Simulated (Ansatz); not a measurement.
All numbers below come from Ansatz 0.2.0, DFT PBE, scalar-relativistic, plane waves, PAW. All cells share a 420 eV cutoff and Γ-centred k meshes spaced at most about 0.3 Å⁻¹ (about 0.25 or finer for metals, 2π included). No spin polarisation.

Each guess is relaxed in cell and atoms at zero pressure, on a coarse mesh first where it starts far from rest and then on a converged one. The steps can't lower the symmetry of the start, but it can rise. Energies are static (0 K, no zero-point motion).

Two unrelaxed guesses for TaSi2:

A.

```
Ta Si
1.0
     1.87888    1.08477    4.22858
    -1.87888    1.08477    4.22858
     0.00000   -2.16954    4.22858
Ta Si
1 2
Direct
  0.19508 0.19508 0.19508
  0.02756 0.02756 0.02756
  0.36523 0.36523 0.36523
```

B.

```
Ta Si
1.0
     4.52801    0.00000    0.00000
    -2.26401    3.92138    0.00000
     0.00000    0.00000    5.65144
Ta Si
2 4
Cartesian
  0.0000 2.6143 1.4129
  2.2640 1.3071 4.2386
  0.0000 2.6143 4.2386
  2.2640 1.3071 1.4129
  0.0000 0.0000 0.0000
  0.0000 0.0000 2.8257
```

Question: Where do they end, and which end is lower?

Answer: A ends lower, by 287 meV/atom. A: R3m at 17.2 Å³/atom → R-3m at 16.3 Å³/atom; B: P6_3/mmc at 16.7 Å³/atom → P6_3/mmc (Ni2In type) at 15.4 Å³/atom. Counting Si atoms around Ta (those within 1.25 times the shortest such distance or 1.15 times the sum of covalent radii, 1.27 where that leaves under three; a plus sign parts nearer from farther groups), the end of A has Ta 8 and the end of B has Ta 5+6. The end of A holds Si–Si nets (shortest 2.38 Å); the end of B holds Si–Si chains (shortest 2.52 Å). End of A. Conventional cell: a = 3.608 Å, c = 13.051 Å. Ta is surrounded by 8 Si at 2.62–2.75 Å; Si has 3 Si at 2.38 Å and 4 Ta at 2.62–2.75 Å. End of B. Conventional cell: a = 4.591 Å, c = 5.048 Å. Around Ta lie 5 Si at 2.52–2.65 Å and 6 Si at 2.94 Å; around Si on a site of symmetry -6m2 lie 5 Ta at 2.52–2.65 Å and 6 Si at 2.94 Å; Si on a site of symmetry -3m has 2 Si at 2.52 Å, 6 Si at 2.94 Å and 6 Ta at 2.94 Å.

Ends held by symmetry can be saddle points. Neither end is the lowest form computed: that has space group P6_422 (No. 181), is reached from a cell as deposited in COD and lies 0.32 eV/atom below the better end. These runs have no spin–orbit coupling, which can matter for Ta. Some structure types and database cells were kept out of the candidates from the start, so a known form may be missing.
